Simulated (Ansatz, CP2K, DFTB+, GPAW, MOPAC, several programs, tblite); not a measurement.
# SiS₂ (Ibam) from semi-empirical methods to plane-wave DFT

SiS₂ (started from an entry of an open crystallographic database), relaxed with r2SCAN+rVV10 in Ansatz, was computed with several methods. Space group Ibam (No. 72), orthorhombic; a = 5.487 Å, b = 9.636 Å, c = 5.523 Å in the conventional setting, 24.34 Å³ an atom. Around Si lie 4 S at 2.13 Å; around S lie 2 Si at 2.13 Å. (Simulation; spin polarisation is off.)

```cif
data_structure
_symmetry_space_group_name_H-M 'Ibam'
_symmetry_Int_Tables_number 72
_cell_length_a 5.4868
_cell_length_b 9.6361
_cell_length_c 5.5233
_cell_angle_alpha 90.000
_cell_angle_beta 90.000
_cell_angle_gamma 90.000
_cell_volume 292.02
loop_
_atom_site_label
_atom_site_type_symbol
_atom_site_symmetry_multiplicity
_atom_site_Wyckoff_symbol
_atom_site_fract_x
_atom_site_fract_y
_atom_site_fract_z
_atom_site_occupancy
Si1 Si 4 a 0.00000 0.00000 0.75000 1
S1 S 8 j 0.21222 0.11778 0.00000 1
```

Gaps and times are for a single point on this cell; volume and bulk modulus come from each method's own relaxation or energy curve at fixed shape, which is too stiff where a cell has free coordinates or axes. Times are rough, from shared hosts (Intel Xeon Platinum 8488C), and each method has its own mesh and cell size. A double dagger marks a value from a curve with shape and coordinates held. PM6 (MOPAC), PM7 (MOPAC), GFN1-xTB (tblite), GFN2-xTB (tblite) treat a cluster of cells at its zone centre, which samples few k points: where these miss a band edge, the gap comes out too large for that reason alone. Gaps from k meshes are read at a limited set of points (mesh, symmetry points, PBE's band edges), so each method's own least gap may be somewhat smaller. xTB and the PM methods were fitted mostly to molecules, and can miss a solid's gap by electronvolts. Minimal bases can be far off for gaps. Curves at held shape can't give the bulk modulus of a layered or molecular crystal, so none is listed. GLLB-SC's gap includes the derivative discontinuity. d marks a direct gap, i an indirect one (no mark: not told apart), a dash a value that wasn't computed or didn't pass its checks.

```csv
method,kind,gap (eV),own volume (Å³/atom),bulk modulus (GPa),atoms computed,processor time
light PBE (260 eV and a coarse mesh),light plane-wave,2.73 i,25.20‡,–,6,3.3 s
GFN1-xTB (tblite),tight binding,5.53,24.55‡,–,48,3.4 s
GFN1-xTB (DFTB+),tight binding,5.62 i,–,–,6,4.1 s
GFN2-xTB (tblite),tight binding,3.47,24.69‡,–,48,6 s
PBE,semilocal,2.73 i,–,–,6,9.5 s
PM7 (MOPAC),semi-empirical,6.55,24.46‡,–,48,18 s
PM6 (MOPAC),semi-empirical,6.82,–,–,48,18 s
PBE/SZV (CP2K),small basis,4.07 i,–,–,6,19 s
r2SCAN,semilocal,3.12 i,–,–,6,21 s
PBE/DZVP (CP2K),small basis,2.62 i,24.97‡,–,6,40 s
GLLB-SC (GPAW),model potential,4.82,–,–,6,79 s
```

Against r2SCAN (3.12 eV) and with closed or daggered gaps left aside, the nearest gap at the points sampled is that of GFN2-xTB (tblite) (+0.35 eV) and the farthest that of PM6 (MOPAC) (+3.70 eV). r2SCAN is only a yardstick of convenience: semilocal gaps usually lie below measured ones, which GLLB-SC and hybrids aim to mend.
